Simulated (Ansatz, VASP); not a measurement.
# Two plane-wave programs on Co

```
Co
1.0
     2.42738    0.00000    0.00000
    -1.21369    2.10217    0.00000
     0.00000    0.00000    3.92305
Co
2
Cartesian
  0.0000 1.4014 0.9808
  1.2137 0.7007 2.9423
```

Alike in both runs: task single point; functional LDA; k mesh 12 × 12 × 7; occupations fermi-dirac, width 0.05 eV; collinear spin.

|  | VASP | Ansatz |
| --- | --- | --- |
| version | VASP 6.6.1 | Ansatz 0.2.0 |
| potentials or method | VASP PAW LDA potentials, release 64 (Co) | plane waves (420 eV) with PAW, scalar-relativistic |
| plane-wave cutoff (eV) | 520 | 420 |
| valence electrons in the cell | 18 | 34 |

```csv
,VASP,Ansatz,Ansatz less VASP
pressure (GPa),-1.3,-0.4,+0.94
largest component of the traceless stress (GPa),0.47,0.39,-0.082
net moment per atom (μB),1.48,1.49,+0.012
size of the moment on the site where the two differ most (μB),1.47,1.54,+0.064
```

Site moments also hang on the region over which each program counts them. The two sets of potentials don't hold the same shells in valence. Ansatz warned: «pseudo_functional_mismatch».
